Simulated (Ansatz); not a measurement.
# HfO$_{2}$ (P4_2/nmc), work and stress of cleavage

Theory: DFT PBE, scalar-relativistic, plane waves, PAW (Ansatz). Cutoff 420 eV, Γ-centred 6×6×2 k-points, Gaussian smearing of 0.05 eV. Spin–orbit coupling is left out, which matters for the heavy elements here. No spin polarisation. Energies are free energies at this smearing, counted from the undisturbed cell; pressure is positive in compression.

Zero of the scan (relaxed at this level; this form isn't the usual structure):

```
CELL_PARAMETERS angstrom
-3.60430 0.00000 0.00000
0.00000 -3.60430 0.00000
0.00000 0.00000 10.52793
ATOMIC_POSITIONS crystal
Hf 0.50000 0.50000 0.20170
Hf 0.50000 0.50000 0.70170
Hf 0.00000 0.00000 0.45170
Hf 0.00000 0.00000 0.95170
O 0.00000 0.50000 0.29833
O 0.00000 0.50000 0.79833
O 0.50000 0.00000 0.35507
O 0.50000 0.00000 0.85507
O 0.50000 0.00000 0.10507
O 0.50000 0.00000 0.60507
O 0.00000 0.50000 0.04833
O 0.00000 0.50000 0.54833
```

The cut lies on the cell's a–b face, a (0 0 1) plane (indices in the standard cell, whose axes needn't be the Cartesian ones shown) of area 12.99 Å², between layers 1.02 Å apart. Vector c is lengthened by d along the normal with the atoms' Cartesian places fixed: one unrelaxed cut a cell. The traction is positive where the two halves pull on each other.

| d (Å) | energy (J/m²) | traction (GPa) |
| --- | --- | --- |
| -0.30 | 1.30 | -92.2 |
| -0.15 | 0.30 | -41.8 |
| 0.00 | 0.00 | 0.0 |
| 0.25 | 0.67 | 50.0 |
| 0.50 | 2.31 | 77.5 |
| 0.75 | 4.40 | 87.0 |
| 1.00 | 6.51 | 77.6 |
| 1.50 | 9.54 | 45.3 |
| 2.00 | 11.24 | 24.1 |
| 3.00 | 12.47 | 5.3 |
| 4.50 | 12.85 | 1.2 |
| 6.00 | 12.98 | 0.6 |

**Question.** What are the work of separation and the cleavage stress, and do they fit the universal binding curve?

**Answer.** The energy levels off near W ≈ 12.98 J/m² (the traction is down to 0.6 GPa), the energy of the two unrelaxed faces, 6.49 J/m² each on average. The largest sampled traction is 87.0 GPa at d = 0.75 Å, and a parabola through it and its two neighbours peaks at σ_max ≈ 87.0 GPa, d ≈ 0.75 Å. The curve E = W[1 − (1 + d/ℓ)exp(−d/ℓ)] peaks in traction at d = ℓ with σ_max = W/(eℓ); with 1 J/m² per Å = 10 GPa this W and σ_max give ℓ = 0.55 Å. A parabola through that curve at the same three d peaks at 0.50 Å, against 0.75 Å here, so the traction peaks further out than on that curve. The cut parts unlike faces (Hf and O); in an ionic crystal that makes them polar, and the energy then depends on the thickness of the slab. The opened faces are metallic here, and spin polarisation, left out, could lower W. Real crystals break at far lower stress, because cracks concentrate it, and on the plane of lowest W, which needn't be this one.

The cut is rigid; relaxing the faces lowers these energies and usually the stresses.

The gap closes along the scan, which can put kinks into the curve.

Cost: 12 runs of about 9.9 core-minutes in all, on Arm Neoverse V2 (shared hosts).